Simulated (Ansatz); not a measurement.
# Bi: the cost of one run

Computed with Ansatz 0.2.0 (DFT PBE, scalar-relativistic, plane waves, PAW, unless a step names another level, unless a step's input says otherwise).

1 further run of the same task is left out (it didn't finish). Runs told in other sessions of the task aren't counted.

## Step 1: The system as given

It takes space group Pm-3m (No. 221, cubic). The conventional cell has a = 3.274 Å, b = 3.274 Å, c = 3.274 Å, α = 90.00°, β = 90.00°, γ = 90.00°. Bi (site symmetry m-3m) is surrounded by 6 Bi at 3.27 Å.

Structure file:

```cif
data_structure
_symmetry_space_group_name_H-M 'Pm-3m'
_symmetry_Int_Tables_number 221
_cell_length_a 3.2742
_cell_length_b 3.2742
_cell_length_c 3.2742
_cell_angle_alpha 90.000
_cell_angle_beta 90.000
_cell_angle_gamma 90.000
_cell_volume 35.10
loop_
_atom_site_label
_atom_site_type_symbol
_atom_site_symmetry_multiplicity
_atom_site_Wyckoff_symbol
_atom_site_fract_x
_atom_site_fract_y
_atom_site_fract_z
_atom_site_occupancy
Bi1 Bi 1 b 0.50000 0.50000 0.50000 1
```

The cell was relaxed beforehand at this level, from a generated guess; it is a trial structure. At a tolerance of 0.05 Å it has space group Pm-3m (No. 221); it has 35.10 Å³/atom, an uncorrected energy of +0.05 eV/atom over the standard state.

## Step 2: Bands, states and charges

input.yaml

```yaml
crystal:
  lattice:
    - [3.2742433319, 0.0, 0.0]
    - [0.0, 3.2742433319, 0.0]
    - [0.0, 0.0, 3.2742433319]
  atoms:
    - { symbol: Bi, position: [0.5, 0.5, 0.5] }
basis:
  ecutwfc: 420
kpoints:
  mp_grid: { grid: [16, 16, 16] }
  band_path:
    path:
      - [[0.0, 0.0, 0.0], [0.0, 0.5, 0.0], [0.5, 0.5, 0.0], [0.0, 0.0, 0.0], [0.5, 0.5, 0.5], [0.0, 0.5, 0.0]]
      - [[0.5, 0.5, 0.5], [0.5, 0.5, 0.0]]
    npoints: 14
hamiltonian:
  xc: pbe
scf:
  occupations: { method: gaussian, width: 0.1 }
  n_extra_bands: 6
output:
  forces: true
  stress: true
  eigenvalues: true
  populations: true
  dos: { projected: true, de: 0.02, nscf_kmesh: { grid: [20, 20, 20] } }
  bader: true
  write_density: true
  write_potential: true
  elf: true
  volumetric_format: npy
```

The run is started by

```
$ ansatz run input.yaml --threads 1 --pin off --max-ram 2560MiB --backend cpu --events-out ev --progress --plain --runs-dir out
```

What time and memory should one allow on 1 thread of Intel Xeon at 2.50GHz (Skylake/Cascade Lake), shared host?

About 26 s, with a peak of 0.38 GiB.
